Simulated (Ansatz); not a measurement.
# Cobalt, bcc under BLYP: ground state and equation of state

Aim: take cobalt in the bcc structure, relax it, solve it on a dense k-mesh, then scale the cell to 7 volumes from 88 to 112 % of the relaxed one and try a fit of the equation of state. The start is ferromagnetic. The k-meshes are 16×16×16 for the relaxation; 25×25×25 for the dense run; 17×17×17 for the volumes.

This is Co in the bcc structure; at room conditions it is hcp.

Computed with Ansatz 0.2.0 (DFT BLYP, plane waves (420 eV) with PAW, scalar-relativistic; PBE-made PAW files, unless a step says otherwise).

### Step 1. The structure to begin with

Symmetry: Im-3m, No. 229, cubic system. The conventional cell has a = 2.808 Å, b = 2.808 Å, c = 2.808 Å, α = 90.00°, β = 90.00°, γ = 90.00°. Around Co (site symmetry m-3m) lie 8 Co at 2.43 Å.

Structure file:

```xyz
1
Lattice="-1.4041 1.4041 1.4041 1.4041 -1.4041 1.4041 1.4041 1.4041 -1.4041" Properties=species:S:1:pos:R:3 pbc="T T T"
Co    0.0000    0.0000    0.0000
```

Starting moments (μB): +1.7.

### Step 2. Relaxation of the cell

input.yaml

```yaml
crystal:
  lattice:
    - [-1.4041371717, 1.4041371717, 1.4041371717]
    - [1.4041371717, -1.4041371717, 1.4041371717]
    - [1.4041371717, 1.4041371717, -1.4041371717]
  atoms:
    - { symbol: Co, position: [0.0, 0.0, 0.0], spin: 1.7 }
hamiltonian:
  xc: blyp
  pseudopotentials:
    kind: paw
    azcp:
      Co: "pseudopotentials/Co.paw.azcp"
basis:
  ecutwfc: 420
  fft_grid_basis: typed
kpoints:
  mp_grid: { grid: [16, 16, 16], shift: [0, 0, 0] }
magnetization:
  spin_polarized: true
scf:
  occupations: { method: fermi_dirac, width: 0.05 }
relax:
  max_steps: 60
  f_tol: 0.01
  cell: {}
```

The program printed:

```text
Warning: RAYON_NUM_THREADS=2 ignored (pool sized by the plan → 2); use --threads N
Engine: ansatz 0.2.0, aarch64-unknown-linux-gnu
Pseudopotentials: kind: paw
Pseudopotential: Co, paw, valence charge 17, recommended cutoff 420 eV (normal), <dir>
Functional definition: BLYP
  parameter beta = 0.0042
  parameter a = 0.04918
  parameter b = 0.132
  parameter c = 0.2533
  parameter d = 0.349
  exchange = b88_x(beta = beta)
  correlation = lyp_c(a = a, b = b, c = c, d = d)
Crystal: 1 atoms, lattice volume = 11.074 Å³
Basis set: ecut = 420 eV, 225 PW (Γ), exchange–correlation on 36×36×36 points (8 copies of the dense FFT grid, shifted against one another)
Bands: 14, of which v1, the nominal top of the filled ones, is band 9 counted from 1 (8 counted from 0)
Symmetry: 48 space group operations
Space group: Im-3m (ITA 229), of the structure as read, at distance tolerance 2.2e-5 Å
Magnetic group: BNS 229.140 (UNI 1642), of the structure as read, at distance tolerance 2.2e-5 Å
k-points: 145 of 4096
Non-local potential: Co, projectors of the file, l = 0: 3, l = 1: 2, l = 2: 3, l = 3: 1
PAW form: soft (Blöchl's): semilocal exchange-correlation on the pseudo side does not see the compensation charge
PAW frozen core: Co, regenerated for the run's functional, and the local potential with it (the file was generated under x = pbe(κ = 0.804, μ = 0.2195149727645171), c = pbe(β = 0.06672455060314922))
PAW one-centre angular grid: Co, 590 points (default); XC on 64 Gauss nodes
Initial density: superposition of atomic densities (chi_scale 0.1, normalization cell)
Starting moments: Σ|m| = 1.7 μB on 1 of 1 site
Initial wavefunctions: pseudopotential atomic-orbital guess
Functional: x = b88, c = lyp
SCF iter   1: F=—  HF=-5133.541981 eV  |F-HF|=—  |Δ(HF+E_count)|=         —  Δρ=1.06e-1 (↑1.19e-2 ↓1.06e-1)  dr2=8.02e-1  dr2_m=2.49e-1  M=1.746 μB ∫|m|=1.797 μB  β_m=0.30  ethr=3.10e-3  ⟨swp⟩=5.2  Hψ=20211  notcnv=0
Mixer restart at iter 1: flushing history
preconditioner: auto → none  [metal: Δε(μ)=0.017 eV  Ē_g=15.161 eV  σ=0.050 eV  W_gap=0.09  n_scr=0 (ndim 8)  ℏωp=33.5 eV  f_vac=0.000  D(μ)=1.56/eV (n_scr^D=18)]
SCF iter   2: F=—  HF=-5133.332767 eV  |F-HF|=—  |Δ(HF+E_count)|=   2.09e-1  Δρ=6.13e-2 (↑6.13e-2 ↓2.68e-2)  dr2=9.41e-2  dr2_m=1.78e-1  M=1.754 μB ∫|m|=1.824 μB  β_m=0.31  ethr=3.10e-3  ⟨swp⟩=2.5  Hψ=8997  notcnv=0  defer=141
SCF iter   3: F=—  HF=-5133.708503 eV  |F-HF|=—  |Δ(HF+E_count)|=         —  Δρ=4.82e-2 (↑4.82e-2 ↓4.10e-2)  dr2=8.89e-3  dr2_m=1.96e-1  M=1.832 μB ∫|m|=1.917 μB  β_m=0.31  ethr=5.54e-4  ⟨swp⟩=2.4  Hψ=7503  notcnv=0  defer=145
Mixer restart at iter 3: flushing history
SCF iter   4: F=—  HF=-5133.891861 eV  |F-HF|=—  |Δ(HF+E_count)|=   1.83e-1  Δρ=3.33e-2 (↑3.33e-2 ↓2.47e-2)  dr2=1.07e-2  dr2_m=8.16e-2  M=1.806 μB ∫|m|=1.902 μB  β_m=0.60  ethr=5.23e-5  ⟨swp⟩=2.4  Hψ=7478  notcnv=0  defer=145
SCF iter   5: F=—  HF=-5134.155911 eV  |F-HF|=—  |Δ(HF+E_count)|=   2.64e-1  Δρ=7.09e-3 (↑7.09e-3 ↓3.18e-3)  dr2=1.85e-3  dr2_m=1.55e-3  M=1.739 μB ∫|m|=1.860 μB  β_m=0.60  ethr=5.23e-5  ⟨swp⟩=2.4  Hψ=8512  notcnv=0  defer=145
SCF iter   6: F=—  HF=-5134.158693 eV  |F-HF|=—  |Δ(HF+E_count)|=   2.78e-3  Δρ=9.80e-3 (↑5.22e-3 ↓9.80e-3)  dr2=1.44e-2  dr2_m=8.69e-4  M=1.724 μB ∫|m|=1.848 μB  β_m=0.52  ethr=1.09e-5  ⟨swp⟩=2.0  Hψ=9611  notcnv=0  defer=152  recentre
SCF iter   7: F=—  HF=-5134.162448 eV  |F-HF|=—  |Δ(HF+E_count)|=   3.75e-3  Δρ=2.15e-3 (↑1.86e-3 ↓2.15e-3)  dr2=1.94e-4  dr2_m=3.39e-4  M=1.721 μB ∫|m|=1.846 μB  β_m=0.76  ethr=1.09e-5  ⟨swp⟩=2.0  Hψ=8074  notcnv=0  defer=146
SCF iter   8: F=—  HF=-5134.165350 eV  |F-HF|=—  |Δ(HF+E_count)|=   2.90e-3  Δρ=8.89e-4 (↑3.88e-4 ↓8.89e-4)  dr2=5.19e-5  dr2_m=3.32e-5  M=1.709 μB ∫|m|=1.837 μB  β_m=0.88  ethr=1.14e-6  ⟨swp⟩=2.1  Hψ=5805  notcnv=0  defer=146
SCF iter   9: F=—  HF=-5134.165536 eV  |F-HF|=—  |Δ(HF+E_count)|=   1.86e-4  Δρ=1.41e-4 (↑5.54e-5 ↓1.41e-4)  dr2=2.36e-6  dr2_m=4.16e-7  M=1.706 μB ∫|m|=1.835 μB  β_m=0.94  ethr=3.05e-7  ⟨swp⟩=2.1  Hψ=5526  notcnv=0  defer=146
SCF iter  10: F=—  HF=-5134.165539 eV  |F-HF|=—  |Δ(HF+E_count)|=   2.93e-6  Δρ=4.25e-6 (↑4.25e-6 ↓4.24e-6)  dr2=7.21e-10  dr2_m=6.28e-10  M=1.706 μB ∫|m|=1.835 μB  β_m=0.97  ethr=1.39e-8  ⟨swp⟩=2.1  Hψ=6384  notcnv=0  defer=146
SCF iter  11: F=-5134.165539 eV  HF=-5134.165539 eV  |F-HF|=7.31e-9  |Δ(HF+E_count)|=   4.70e-9  Δρ=9.17e-6 (↑3.44e-6 ↓9.17e-6)  dr2=9.77e-9  dr2_m=1.03e-9  M=1.706 μB ∫|m|=1.834 μB  ethr=4.24e-12  ⟨swp⟩=1.0  Hψ=11947  notcnv=0
SCF 1 converged in 11 iterations: F = -5134.165539 eV  dr2 = 9.77e-9
relax step   1: F+E_penalty+E_count = -5134.16553852 eV  Δ(F+E_penalty+E_count) = +0.000e0 eV  max|allowed force component| = 0.000e0 eV/Å  Δτ_max = 0.0000 Å  P = +9.123 GPa  Ω = 11.074 Å³  (11 SCF iters, dr2 threshold 1.00e-7 eV, accepted)
Crystal: 1 atoms, lattice volume = 11.347 Å³
Initial density: handed on by an earlier stage of this run
Starting moments: Σ|m| = 1.7 μB on 1 of 1 site; this step starts from the density that it was given
Initial wavefunctions: those handed on with the density
iter 1 solved again at ethr=2.60e-5 eV; its pass at ethr=3.10e-3 eV (dr2=4.43e-3 eV) is discarded
SCF iter   1: F=—  HF=-5134.176856 eV  |F-HF|=—  |Δ(HF+E_count)|=         —  Δρ=5.10e-3 (↑5.10e-3 ↓3.05e-3)  dr2=4.55e-3  dr2_m=1.68e-4  M=1.716 μB ∫|m|=1.852 μB  β_m=0.65  ethr=2.60e-5  ⟨swp⟩=1.0  Hψ=26987  notcnv=0
preconditioner: auto → none  [metal: Δε(μ)=0.009 eV  Ē_g=15.705 eV  σ=0.050 eV  W_gap=0.04  n_scr=0 (ndim 8)  ℏωp=33.1 eV  f_vac=0.000  D(μ)=1.85/eV (n_scr^D=42)]
SCF iter   2: F=—  HF=-5134.176989 eV  |F-HF|=—  |Δ(HF+E_count)|=   1.33e-4  Δρ=6.07e-3 (↑6.07e-3 ↓5.49e-3)  dr2=7.32e-3  dr2_m=1.43e-5  M=1.716 μB ∫|m|=1.850 μB  β_m=0.24  ethr=2.60e-5  ⟨swp⟩=2.0  Hψ=8112  notcnv=0
SCF iter   3: F=—  HF=-5134.175219 eV  |F-HF|=—  |Δ(HF+E_count)|=   1.77e-3  Δρ=1.88e-3 (↑1.09e-3 ↓1.88e-3)  dr2=3.57e-4  dr2_m=3.14e-5  M=1.718 μB ∫|m|=1.852 μB  β_m=0.65  ethr=2.60e-5  ⟨swp⟩=2.4  Hψ=7350  notcnv=0
SCF iter   4: F=—  HF=-5134.176117 eV  |F-HF|=—  |Δ(HF+E_count)|=   8.97e-4  Δρ=1.41e-3 (↑6.39e-4 ↓1.41e-3)  dr2=5.92e-5  dr2_m=1.05e-4  M=1.727 μB ∫|m|=1.860 μB  β_m=0.82  ethr=2.10e-6  ⟨swp⟩=2.0  Hψ=7040  notcnv=0
SCF iter   5: F=—  HF=-5134.176177 eV  |F-HF|=—  |Δ(HF+E_count)|=   6.02e-5  Δρ=1.16e-3 (↑4.22e-4 ↓1.16e-3)  dr2=4.91e-5  dr2_m=6.17e-5  M=1.728 μB ∫|m|=1.861 μB  β_m=0.54  ethr=3.48e-7  ⟨swp⟩=1.0  Hψ=4124  notcnv=0
SCF iter   6: F=—  HF=-5134.176272 eV  |F-HF|=—  |Δ(HF+E_count)|=   9.50e-5  Δρ=1.63e-4 (↑1.17e-4 ↓1.63e-4)  dr2=8.86e-7  dr2_m=6.65e-7  M=1.730 μB ∫|m|=1.863 μB  β_m=0.96  ethr=2.89e-7  ⟨swp⟩=2.0  Hψ=5245  notcnv=0
SCF iter   7: F=—  HF=-5134.176380 eV  |F-HF|=—  |Δ(HF+E_count)|=   1.08e-4  Δρ=2.85e-4 (↑1.82e-4 ↓2.85e-4)  dr2=1.36e-5  dr2_m=3.87e-7  M=1.734 μB ∫|m|=1.866 μB  β_m=0.96  ethr=5.21e-9  ⟨swp⟩=2.0  Hψ=6620  notcnv=0
SCF iter   8: F=—  HF=-5134.176392 eV  |F-HF|=—  |Δ(HF+E_count)|=   1.18e-5  Δρ=6.08e-5 (↑1.28e-5 ↓6.08e-5)  dr2=3.04e-7  dr2_m=8.64e-8  M=1.735 μB ∫|m|=1.868 μB  β_m=0.98  ethr=5.21e-9  ⟨swp⟩=2.0  Hψ=6666  notcnv=0
SCF iter   9: F=—  HF=-5134.176392 eV  |F-HF|=—  |Δ(HF+E_count)|=   5.24e-7  Δρ=1.97e-5 (↑5.28e-6 ↓1.97e-5)  dr2=3.88e-8  dr2_m=6.90e-9  M=1.736 μB ∫|m|=1.868 μB  β_m=0.99  ethr=1.79e-9  ⟨swp⟩=2.0  Hψ=6590  notcnv=0
SCF iter  10: F=-5134.176392 eV  HF=-5134.176392 eV  |F-HF|=1.12e-8  |Δ(HF+E_count)|=   5.86e-8  Δρ=1.20e-5 (↑3.13e-6 ↓1.20e-5)  dr2=1.45e-8  dr2_m=2.59e-9  M=1.735 μB ∫|m|=1.868 μB  ethr=2.28e-10  ⟨swp⟩=2.0  Hψ=12123  notcnv=0
SCF 2 converged in 10 iterations: F = -5134.176392 eV  dr2 = 1.45e-8
relax step   2: F+E_penalty+E_count = -5134.17639217 eV  Δ(F+E_penalty+E_count) = -1.085e-2 eV  max|allowed force component| = 0.000e0 eV/Å  Δτ_max = 0.0000 Å  P = +4.155 GPa  Ω = 11.347 Å³  energy of the carried Pulay correction = -3.622e-4 eV  (10 SCF iters, dr2 threshold 1.00e-7 eV, accepted)
Crystal: 1 atoms, lattice volume = 11.586 Å³
iter 1 solved again at ethr=1.84e-5 eV; its pass at ethr=3.10e-3 eV (dr2=3.13e-3 eV) is discarded
SCF iter   1: F=—  HF=-5134.179729 eV  |F-HF|=—  |Δ(HF+E_count)|=         —  Δρ=4.19e-3 (↑4.19e-3 ↓2.59e-3)  dr2=3.22e-3  dr2_m=1.10e-4  M=1.745 μB ∫|m|=1.883 μB  β_m=0.65  ethr=1.84e-5  ⟨swp⟩=1.0  Hψ=26802  notcnv=0
preconditioner: auto → none  [metal: Δε(μ)=0.009 eV  Ē_g=15.459 eV  σ=0.050 eV  W_gap=0.05  n_scr=0 (ndim 8)  ℏωp=32.7 eV  f_vac=0.000  D(μ)=1.85/eV (n_scr^D=18)]
SCF iter   2: F=—  HF=-5134.179767 eV  |F-HF|=—  |Δ(HF+E_count)|=   3.83e-5  Δρ=4.95e-3 (↑4.95e-3 ↓4.53e-3)  dr2=5.04e-3  dr2_m=8.99e-6  M=1.745 μB ∫|m|=1.881 μB  β_m=0.25  ethr=1.84e-5  ⟨swp⟩=2.0  Hψ=8112  notcnv=0
SCF iter   3: F=—  HF=-5134.178559 eV  |F-HF|=—  |Δ(HF+E_count)|=   1.21e-3  Δρ=1.60e-3 (↑7.61e-4 ↓1.60e-3)  dr2=2.22e-4  dr2_m=3.28e-5  M=1.747 μB ∫|m|=1.884 μB  β_m=0.65  ethr=1.84e-5  ⟨swp⟩=2.3  Hψ=6958  notcnv=0
SCF iter   4: F=—  HF=-5134.179185 eV  |F-HF|=—  |Δ(HF+E_count)|=   6.27e-4  Δρ=8.28e-4 (↑4.07e-4 ↓8.28e-4)  dr2=2.51e-5  dr2_m=3.82e-5  M=1.754 μB ∫|m|=1.890 μB  β_m=0.82  ethr=1.30e-6  ⟨swp⟩=2.0  Hψ=7131  notcnv=0
SCF iter   5: F=—  HF=-5134.179335 eV  |F-HF|=—  |Δ(HF+E_count)|=   1.50e-4  Δρ=4.15e-4 (↑1.25e-4 ↓4.15e-4)  dr2=5.41e-6  dr2_m=7.26e-6  M=1.758 μB ∫|m|=1.894 μB  β_m=0.88  ethr=1.48e-7  ⟨swp⟩=2.3  Hψ=6025  notcnv=0
SCF iter   6: F=—  HF=-5134.179340 eV  |F-HF|=—  |Δ(HF+E_count)|=   4.51e-6  Δρ=1.90e-4 (↑8.77e-5 ↓1.90e-4)  dr2=5.26e-6  dr2_m=3.96e-7  M=1.761 μB ∫|m|=1.897 μB  β_m=0.94  ethr=3.18e-8  ⟨swp⟩=2.0  Hψ=6686  notcnv=0
SCF iter   7: F=—  HF=-5134.179345 eV  |F-HF|=—  |Δ(HF+E_count)|=   5.65e-6  Δρ=5.65e-5 (↑3.53e-5 ↓5.65e-5)  dr2=6.05e-7  dr2_m=1.81e-8  M=1.760 μB ∫|m|=1.896 μB  β_m=0.97  ethr=3.09e-8  ⟨swp⟩=2.1  Hψ=5497  notcnv=0
SCF iter   8: F=—  HF=-5134.179346 eV  |F-HF|=—  |Δ(HF+E_count)|=   4.73e-7  Δρ=4.86e-6 (↑3.34e-6 ↓4.86e-6)  dr2=5.26e-9  dr2_m=2.21e-10  M=1.760 μB ∫|m|=1.896 μB  β_m=0.98  ethr=3.56e-9  ⟨swp⟩=2.0  Hψ=6369  notcnv=0
SCF iter   9: F=-5134.179346 eV  HF=-5134.179346 eV  |F-HF|=4.77e-10  |Δ(HF+E_count)|=   1.21e-8  Δρ=2.48e-6 (↑5.92e-7 ↓2.48e-6)  dr2=6.34e-10  dr2_m=1.27e-10  M=1.760 μB ∫|m|=1.895 μB  ethr=3.09e-11  ⟨swp⟩=1.6  Hψ=12127  notcnv=0
SCF 3 converged in 9 iterations: F = -5134.179346 eV  dr2 = 6.34e-10
relax step   3: F+E_penalty+E_count = -5134.17934569 eV  Δ(F+E_penalty+E_count) = -2.954e-3 eV  max|allowed force component| = 0.000e0 eV/Å  Δτ_max = 0.0000 Å  P = +0.284 GPa  Ω = 11.586 Å³  energy of the carried Pulay correction = -6.720e-4 eV  (9 SCF iters, dr2 threshold 1.00e-7 eV, accepted)
[... 11 lines left out ...]
relax step   4: F+E_penalty+E_count = -5134.17933900 eV  Δ(F+E_penalty+E_count) = +6.689e-6 eV  max|allowed force component| = 0.000e0 eV/Å  Δτ_max = 0.0000 Å  P = +0.010 GPa  Ω = 11.604 Å³  energy of the carried Pulay correction = -6.950e-4 eV  (7 SCF iters, dr2 threshold 1.00e-7 eV, accepted)
[... 13 lines left out ...]
relax step   5: F+E_penalty+E_count = -5134.18035807 eV  Δ(F+E_penalty+E_count) = -1.019e-3 eV  max|allowed force component| = 0.000e0 eV/Å  Δτ_max = 0.0000 Å  P = +0.231 GPa  Ω = 11.604 Å³  stress off target by 2.31e-1 GPa  SCF on the basis re-selected at this cell (its energy is not comparable with the rows above)  (9 SCF iters)
[... 12 lines left out ...]
relax step   6: F+E_penalty+E_count = -5134.18034966 eV  Δ(F+E_penalty+E_count) = +8.413e-6 eV  max|allowed force component| = 0.000e0 eV/Å  Δτ_max = 0.0000 Å  P = +0.009 GPa  Ω = 11.619 Å³  energy of the carried Pulay correction = -1.966e-5 eV  (7 SCF iters, dr2 threshold 1.00e-7 eV, accepted)
iter 1 solved again at ethr=1.55e-9 eV; its pass at ethr=3.10e-3 eV (dr2=2.64e-7 eV) is discarded
SCF iter   1: F=—  HF=-5134.180367 eV  |F-HF|=—  |Δ(HF+E_count)|=         —  Δρ=4.34e-6 (↑2.50e-6 ↓4.34e-6)  dr2=5.77e-10  dr2_m=3.09e-10  M=1.763 μB ∫|m|=1.899 μB  β_m=0.65  ethr=1.55e-9  ⟨swp⟩=3.9  Hψ=34093  notcnv=0
preconditioner: auto → none  [metal: Δε(μ)=0.005 eV  Ē_g=15.390 eV  σ=0.050 eV  W_gap=0.02  n_scr=0 (ndim 8)  ℏωp=32.7 eV  f_vac=0.000  D(μ)=1.83/eV (n_scr^D=18)]
SCF iter   2: F=—  HF=-5134.180367 eV  |F-HF|=—  |Δ(HF+E_count)|=   5.25e-9  Δρ=3.81e-6 (↑3.81e-6 ↓1.50e-6)  dr2=7.67e-10  dr2_m=2.55e-10  M=1.763 μB ∫|m|=1.899 μB  β_m=0.55  ethr=3.40e-12  ⟨swp⟩=2.0  Hψ=6671  notcnv=0
SCF iter   3: F=—  HF=-5134.180367 eV  |F-HF|=—  |Δ(HF+E_count)|=   1.98e-9  Δρ=3.36e-6 (↑9.34e-7 ↓3.36e-6)  dr2=1.28e-9  dr2_m=2.03e-10  M=1.763 μB ∫|m|=1.899 μB  β_m=0.55  ethr=3.40e-12  ⟨swp⟩=2.0  Hψ=6543  notcnv=0
SCF iter   4: F=—  HF=-5134.180367 eV  |F-HF|=—  |Δ(HF+E_count)|=  9.89e-10  Δρ=1.91e-6 (↑1.67e-6 ↓1.91e-6)  dr2=6.20e-11  dr2_m=3.24e-10  M=1.763 μB ∫|m|=1.899 μB  β_m=0.78  ethr=3.40e-12  ⟨swp⟩=2.7  Hψ=6677  notcnv=0
SCF iter   5: F=—  HF=-5134.180367 eV  |F-HF|=—  |Δ(HF+E_count)|=   1.57e-9  Δρ=1.05e-6 (↑8.73e-7 ↓1.05e-6)  dr2=2.49e-10  dr2_m=3.63e-12  M=1.763 μB ∫|m|=1.899 μB  β_m=0.89  ethr=1.00e-12  ⟨swp⟩=2.0  Hψ=6674  notcnv=0
SCF iter   6: F=—  HF=-5134.180367 eV  |F-HF|=—  |Δ(HF+E_count)|=  2.80e-10  Δρ=3.30e-7 (↑1.40e-7 ↓3.30e-7)  dr2=1.44e-11  dr2_m=1.27e-12  M=1.763 μB ∫|m|=1.899 μB  β_m=0.94  ethr=1.00e-12  ⟨swp⟩=2.6  Hψ=6458  notcnv=0
SCF iter   7: F=—  HF=-5134.180367 eV  |F-HF|=—  |Δ(HF+E_count)|=  1.46e-11  Δρ=3.56e-8 (↑5.81e-9 ↓3.56e-8)  dr2=7.69e-14  dr2_m=3.92e-14  M=1.763 μB ∫|m|=1.899 μB  β_m=0.97  ethr=1.00e-12  ⟨swp⟩=1.2  Hψ=4360  notcnv=0
SCF iter   8: F=-5134.180367 eV  HF=-5134.180367 eV  |F-HF|=9.09e-13  |Δ(HF+E_count)|=    0.00e0  Δρ=2.02e-8 (↑8.14e-9 ↓2.02e-8)  dr2=3.88e-14  dr2_m=5.08e-15  M=1.763 μB ∫|m|=1.899 μB  ethr=1.00e-12  ⟨swp⟩=3.1  Hψ=13080  notcnv=0
SCF 7 converged in 8 iterations: F = -5134.180367 eV  dr2 = 3.88e-14
relax step   7: F+E_penalty+E_count = -5134.18036664 eV  Δ(F+E_penalty+E_count) = -1.698e-5 eV  max|allowed force component| = 0.000e0 eV/Å  Δτ_max = 0.0000 Å  P = +0.009 GPa  Ω = 11.619 Å³  stress off target by 8.74e-3 GPa  SCF on the basis re-selected at this cell (its energy is not comparable with the rows above)  (8 SCF iters)
basis re-selected at this cell: Δ(F+E_penalty+E_count) = -1.698e-5 eV, ΔP = -0.000 GPa vs the last step (what re-selecting the basis moved, of the pressure what is left beyond the Pulay correction that the steps carried, after the strain that the cell walked since its last selection, with what the two solves' SCF thresholds leave and, on support functions, any second-order correction that the steps lacked; it is no measure of the basis error at this ecutwfc). This SCF's stress stands 8.74e-3 GPa from its target on what of the cell is left free (relax.cell.stress_tol is 5.00e-2 GPa) and its largest allowed force component is 0.00e0 eV/Å (relax.f_tol is 1.00e-2 eV/Å): within both
SCF converged after 8 iterations
Magnetization: 1.7633 μB (9.3817 up, 7.6183 down)
Absolute magnetization: 1.8994 μB (∫|ρ↑−ρ↓|, with the PAW one-centre terms)
Spin contamination: 0.0292 ħ² per cell (⟨S²⟩ above its minimum at these occupations)
Per-site moments (μB) at R_I (Å): [(1.8263028595647337, 1.019415305241874)]
Free energy (F): -5134.180367 eV
Harris-Foulkes:  -5134.180367 eV  (|F-HF|=9.09e-13)
Internal energy: -5134.165824 eV  (E = F + TS)
E sigma→0 (E₀):  -5134.173095 eV
Entropy (-TS):   -0.014543 eV (-14.543 meV/atom)
Fermi energy:    17.978102 eV
--- Per-component energies (eV) ---
  E_band       = -259.278275
  E_kinetic    = 452.161479
  E_local      = -2932.872509  (includes V_loc(G=0)·N_el)
  E_nonlocal   = 454.337272
  E_hartree    = 1228.993128
  E_xc         = -156.775791
  E_vxc        = -201.594269  (∫ρ·V_xc dr)
  E_paw        = -1526.431577  (= ΣΔE_a)
  E_vpaw       = -489.296538  (= ΣTr[D̂ρ^β])
  E_aug_tail   = 0.000047  (compensation charges beyond the density's cutoff)
  E_ewald      = -2653.584962
  E_core_change = 0.007090  (= ΣΔE_core)
  E_smearing   = -0.014543  (= −TS)
  E_closure    = 0.000000  (closes the sum)
  Σ components = -5134.180367   (vs F -5134.180367, Δ=0.00e0)
--- Forces (eV/Å), atoms counted from 1 ---
  atom   1  Co    -0.00000000    -0.00000000     0.00000000
  max |Σ_I F_I| component: 7.19e-32 eV/Å
--- Stress (GPa, compression-positive) ---
        0.008742      -0.000000       0.000000
       -0.000000       0.008742      -0.000000
       -0.000000       0.000000       0.008742
  P = ⅓ Tr σ = 0.0087 GPa (0.087 kbar)
--- Relaxed structure (5 steps of the walk, 5 accepted, 2 SCFs on fresh bases) ---
  F+E_penalty+E_count = -5134.18036664 eV   max|allowed force component| = 0.000e0 eV/Å   (the final SCF, on the basis selected at the relaxed cell)
  cell:  # Å, volume = 11.6188 Å³
    - [-1.4268113961149587, 1.4268113961149587, 1.4268113961149587]
    - [1.4268113961149587, -1.4268113961149587, 1.4268113961149587]
    - [1.4268113961149587, 1.4268113961149587, -1.4268113961149587]
  atoms:
    - { symbol: Co, position: [0.0, 0.0, 0.0] }
```

It took 14 s on 2 threads of an Arm CPU, shared host; peak memory 0.3 GiB.

Step by step:

```
step  energy change (meV/atom)  largest force (eV/Å)  pressure (GPa)  volume (Å³/atom)
   1                      0.00                0.0000            9.12            11.074
   2                    -10.85                0.0000            4.16            11.347
   3                    -13.81                0.0000            0.28            11.586
   4                    -13.80                0.0000            0.01            11.604
   5                    -14.82                0.0000            0.23            11.604
   6                    -14.81                0.0000            0.01            11.619
   7                    -14.83                0.0000            0.01            11.619
```

Steps that repeat a cell are solved on a basis chosen anew, so their changes of energy are no gain of the relaxation.

Changes in the cell that was computed:

|  | before | after | change |
| --- | --- | --- | --- |
| a (Å) | 2.432 | 2.471 | +1.6 % |
| b (Å) | 2.432 | 2.471 | +1.6 % |
| c (Å) | 2.432 | 2.471 | +1.6 % |
| volume (Å³/atom) | 11.074 | 11.619 | +4.9 % |
| shortest distance (Å) | 2.432 | 2.471 | +1.6 % |
| space group (spins left aside) | Im-3m | Im-3m | same |

### Step 3. Dense single point

input.yaml

```yaml
crystal:
  lattice:
    - [-1.4268113961, 1.4268113961, 1.4268113961]
    - [1.4268113961, -1.4268113961, 1.4268113961]
    - [1.4268113961, 1.4268113961, -1.4268113961]
  atoms:
    - { symbol: Co, position: [0.0, 0.0, 0.0], spin: 1.826 }
hamiltonian:
  xc: blyp
  pseudopotentials:
    kind: paw
    azcp:
      Co: "pseudopotentials/Co.paw.azcp"
basis:
  ecutwfc: 420
  fft_grid_basis: typed
kpoints:
  mp_grid: { grid: [25, 25, 25], shift: [0, 0, 0] }
magnetization:
  spin_polarized: true
scf:
  occupations: { method: fermi_dirac, width: 0.05 }
```

The program printed (excerpt; [...] marks lines left out):

```text
Warning: RAYON_NUM_THREADS=2 ignored (pool sized by the plan → 2); use --threads N
[...]
Pseudopotentials: kind: paw
Pseudopotential: Co, paw, valence charge 17, recommended cutoff 420 eV (normal), <dir>
Functional definition: BLYP
[...]
Crystal: 1 atoms, lattice volume = 11.619 Å³
Basis set: ecut = 420 eV, 225 PW (Γ), exchange–correlation on 36×36×36 points (8 copies of the dense FFT grid, shifted against one another)
[...]
SCF converged after 10 iterations
Magnetization: 1.7513 μB (9.3757 up, 7.6243 down)
Absolute magnetization: 1.8907 μB (∫|ρ↑−ρ↓|, with the PAW one-centre terms)
Spin contamination: 0.0302 ħ² per cell (⟨S²⟩ above its minimum at these occupations)
Per-site moments (μB) at R_I (Å): [(1.815931461263164, 1.0194153052311865)]
Free energy (F): -5134.181871 eV
[...]
E sigma→0 (E₀):  -5134.175020 eV
Entropy (-TS):   -0.013702 eV (-13.702 meV/atom)
Fermi energy:    17.978684 eV
[...]
```

It took 6.5 s on 2 threads of an Arm CPU, shared host; peak memory 0.39 GiB.

[end of part 1 of 2]
